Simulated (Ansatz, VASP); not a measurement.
# Sn in VASP and in Ansatz

```xyz
1
Lattice="-1.4585 1.4585 1.4585 1.4585 -1.4585 1.4585 1.4585 1.4585 -1.4585" Properties=species:S:1:pos:R:3 pbc="T T T"
Sn    0.0000    0.0000    0.0000
```

Change from the starting cell: volume scaled by 0.486, to set the pressure.

Alike in both runs: task single point; functional LDA; k mesh 18 × 18 × 18; occupations fermi-dirac, width 0.05 eV; no spin polarisation.

|  | VASP | Ansatz |
| --- | --- | --- |
| version | VASP 6.6.1 | Ansatz 0.2.0 |
| potentials or method | VASP PAW LDA potentials, release 64 (Sn_d) | PAW with Ansatz's default frozen-core files, scalar-relativistic |
| plane-wave cutoff (eV) | 520 | 420 |
| valence electrons in the cell | 14 | 14 |

VASP gave:

- pressure (GPa): 246.4

Question: Which values does Ansatz return?

Answer: Pressure (GPa): 244.3.

Caveats: the cell as given lies far from equilibrium; so large a pressure means that the cell lies far from this level's equilibrium, or that cutoff or potentials fall short (VASP).
